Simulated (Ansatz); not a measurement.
## Cr in Ansatz: convergence with n extra bands

The system is Cr.

```
CELL_PARAMETERS angstrom
2.71400 0.00000 0.00000
-1.35700 2.35039 0.00000
0.00000 0.00000 4.41000
ATOMIC_POSITIONS crystal
Cr 0.66667 0.33333 0.75000
Cr 0.33333 0.66667 0.25000
```

This isn't the form of Cr at room conditions, which is bcc.

```yaml
Program: Ansatz 0.2.0
Task: convergence study
Functional: PBE
Potentials_or_basis: Ansatz NC
Cutoff: "1279 eV (not typed: the program's choice for these potentials)"
k_mesh: 9 × 9 × 5
Occupations: gaussian, width 0.1 eV
Spin: collinear spin, ferromagnetic start
Starting_moments: "[3.0, 3.0] μB"
```

These are the settings of the first run; the series varies n extra bands, with any setting tied to it.

Hardware: 2 threads of Intel(R) Xeon(R) Processor @ 2.50GHz (Skylake/Cascade Lake), on a shared host.

```csv
n extra bands,"energy less the tightest run, at zero smearing (meV/atom)",SCF cycles,CPU time (s),peak memory (GiB)
4,0.00,15,27,0.41
8,0.00,15,27,0.43
16,0.00,15,31,0.46
32,0.00,15,39,0.53
```

Against the tightest run, the energy stays within 1 meV/atom from 4 on. The tightest run that finished is the yardstick and may itself not be fully converged.
